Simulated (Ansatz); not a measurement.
**Si7Ge: straining the crystal, a shear that moves c along a**

An exercise on one series of results from a longer session: the logs are not shown, and one member is left open.

Program: Ansatz 0.2.0. Level of theory: DFT r2SCAN, scalar-relativistic, plane waves, PAW. These are calculated values, not measurements.

2 further runs of the same task are left out: 2 set aside as unsound or not needed.

**Starting point**

Symmetry: P-43m, No. 215, cubic system. The conventional cell has a = 5.468 Å, b = 5.468 Å, c = 5.468 Å, α = 90.00°, β = 90.00°, γ = 90.00°. Si (site symmetry 3m) is surrounded by 3 Si at 2.36 Å and 1 Ge at 2.39 Å. Si (site symmetry -42m) has 4 Si at 2.36 Å in its first shell of neighbours. Ge (site symmetry -43m) is surrounded by 4 Si at 2.39 Å.

Coordinates:

```
CELL_PARAMETERS angstrom
5.46797 0.00000 0.00000
0.00000 5.46797 0.00000
0.00000 0.00000 5.46797
ATOMIC_POSITIONS crystal
Si 0.25243 0.25243 0.25243
Si 0.00000 0.50000 0.50000
Si 0.50000 0.50000 0.00000
Si 0.50000 0.00000 0.50000
Si 0.74757 0.25243 0.74757
Si 0.74757 0.74757 0.25243
Si 0.25243 0.74757 0.74757
Ge 0.00000 0.00000 0.00000
```

It goes back to an entry of the Materials Project, which need not be the stable form.

It is the result of an earlier relaxation at this level (volume 20.44 Å³/atom; gap on the mesh: 0.59 eV).

Set-up of the first run:

The input, input.yaml:

```yaml
crystal:
  lattice:
    - [5.4679684314, 0.0, 0.0]
    - [0.0, 5.4679684314, 0.0]
    - [0.0, 0.0, 5.4679684314]
  atoms:
    - { symbol: Si, position: [0.2524307582, 0.2524307582, 0.2524307582] }
    - { symbol: Si, position: [0.0, 0.5, 0.5] }
    - { symbol: Si, position: [0.5, 0.5, 0.0] }
    - { symbol: Si, position: [0.5, 0.0, 0.5] }
    - { symbol: Si, position: [0.7475692418, 0.2524307582, 0.7475692418] }
    - { symbol: Si, position: [0.7475692418, 0.7475692418, 0.2524307582] }
    - { symbol: Si, position: [0.2524307582, 0.7475692418, 0.7475692418] }
    - { symbol: Ge, position: [0.0, 0.0, 0.0] }
basis:
  ecutwfc: 500
kpoints:
  mp_grid: { grid: [8, 8, 8] }
hamiltonian:
  xc: r2scan
scf:
  occupations: { method: gaussian, width: 0.02 }
output:
  forces: true
  stress: true
  eigenvalues: true
```

Run with:

```bash
ansatz run input.yaml --threads 2 --pin off --max-ram 5120MiB --backend cpu --events-out ev --progress --plain --runs-dir out
```

Steps of the session up to this table: The unstrained reference; The gap over the whole zone; At +2.0 %; Seeking the band edges at +2.0 %; The cell strained by +4.0 %; Seeking the band edges at +4.0 %; At +6.0 %; Seeking the band edges at +6.0 %; At +8.0 %; The gap over the whole zone at +8.0 %; At +12.0 %.

One table of the session follows, with a row left open; its other results are not shown here.

Lengths are those of the vectors of the cell that was run; stresses in GPa:

| strain (%) | ΔE (meV/atom) | c (Å) |
| --- | --- | --- |
| +0.0 | 0.0 | 5.468 |
| +2.0 | 2.0 | 5.469 |
| +4.0 | ? | ? |
| +6.0 | 18.4 | 5.478 |
| +8.0 | 32.7 | 5.485 |
| +12.0 | 72.5 | 5.507 |

**Question.** Estimate the row for strain (%) = +4.0.

Worked estimate for «ΔE (meV/atom)». A straight line through the neighbours (2.0, 2.0) and (6.0, 18.4) gives 2.0 + (18.4 − 2.0) × (4.0 − 2.0) / (6.0 − 2.0) = 10.2; a parabola fitted to 4 rows on both sides gives 8.1.

The run gave: ΔE (meV/atom): 8.2; c (Å): 5.472. In «ΔE (meV/atom)» the line misses by +2.0 and the parabola by -0.1.

ΔE is over the unstrained cell. Stress in GPa, positive in compression, on the Cartesian axes of the input.

To keep in mind: Warnings in the runs' records: stress scf threshold loose, band edges overlap.
